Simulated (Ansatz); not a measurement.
GaSb in the zincblende structure, relaxed with r2SCAN in Ansatz: it is cubic, F-43m (No. 216); conventional cell a = 6.132 Å, 28.82 Å³ an atom. Ga has 4 Sb at 2.66 Å; Sb has 4 Ga at 2.66 Å. It was then strained (uniaxial along z, other directions held), atoms relaxed again within the symmetry left. Unstrained, HSE06 gives 0.772 eV (Γ, 6×6×6 mesh), and the band edges keep their places in every row. Only one sign of strain is shown, since it lowers the symmetry, and equivalent edge states can then move with another slope on the other side. Stress is positive in compression. The values are computed, spin-unpolarised, and not measurements.

Axes as in this cell:
```yaml
crystal:
  lattice:
    - [0.00000, 3.06588, 3.06588]
    - [3.06588, 0.00000, 3.06588]
    - [3.06588, 3.06588, 0.00000]
  atoms:
    - { symbol: Ga, position: [0.00000, 0.00000, 0.00000] }
    - { symbol: Sb, position: [0.25000, 0.25000, 0.25000] }
```

```
strain (%)        ε  ΔE_g, HSE06 (eV)  Δσ_zz, r2SCAN (GPa)
      +1.0  +0.0100            -0.103                -0.86
      +3.0  +0.0300            -0.309                -2.49
      +4.0  +0.0400            -0.413                -3.24
```

(1) Fit ΔE_g = a x + b x² to these rows by least squares, with x = ε.

(2) Fit the change of σ_zz in the same way.

(3) Predict the withheld row at +2.0 % (x = +0.0200).

Results:

(1) The normal equations take Σx² = 2.600e-03, Σx³ = 9.200e-05, Σx⁴ = 3.380e-06, ΣxΔE = -2.682e-02 and Σx²ΔE = -9.492e-04, and give a = -10.26 eV, b = -1.5 eV; the largest residual is 0.000 eV.

(2) Δσ_zz = -88.2 x + (180) x² GPa. The slope, 88 GPa, is C₁₁ in these axes.

(3) ΔE_g ≈ -10.26 × (+0.0200) + (-1.5) × (+0.0200)² = -0.206 eV, and Δσ_zz ≈ -1.69 GPa. The runs give -0.206 eV and -1.69 GPa, off by 0.000 eV and 0.00 GPa.

Spin-orbit coupling is left out, which matters wherever the heavy atoms make up the band edges.
